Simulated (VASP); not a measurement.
A run of VASP 6.6.1:

The input INCAR:

```
SYSTEM = CdSe
ALGO = Fast
EDIFF = 1E-6
ENCUT = 520
GGA = PS
ISIF = 2
ISMEAR = 0
LASPH = .True.
LCHARG = .False.
LREAL = .False.
LWAVE = .False.
NBANDS = 16
NELM = 100
PREC = Accurate
SIGMA = 0.05
```

The input KPOINTS:

```
k-points
0
Gamma
  10 10 10
  0 0 0
```

Contents of POSCAR:

```
CdSe
1.0
   -0.3345440567      2.5851131655      3.0413096065
    3.0413096065     -0.3345440567      3.0413096065
    2.7067655498      2.2505691088      0.0000000000
Cd Se
1 1
Direct
    0.0000000000      0.0000000000      0.0000000000
    0.7500000000      0.7500000000      0.7500000000
```

Potentials or basis: VASP PAW PBE potentials, release 64 (Cd, Se).

The run is started by

```sh
$ cat potpaw_PBE.64/Cd/POTCAR potpaw_PBE.64/Se/POTCAR > POTCAR
$ mpirun -np 1 vasp_std > vasp.out
```

Hardware: 1 thread of Intel(R) Xeon(R) 6975P-C (Granite Rapids) (shared host).

Estimate the wall time of this run.

Wall time 80 s on 1 thread of Intel(R) Xeon(R) 6975P-C (Granite Rapids), on a shared host, peak memory 0.33 GiB. Counts: scf iterations 12, k points 282.
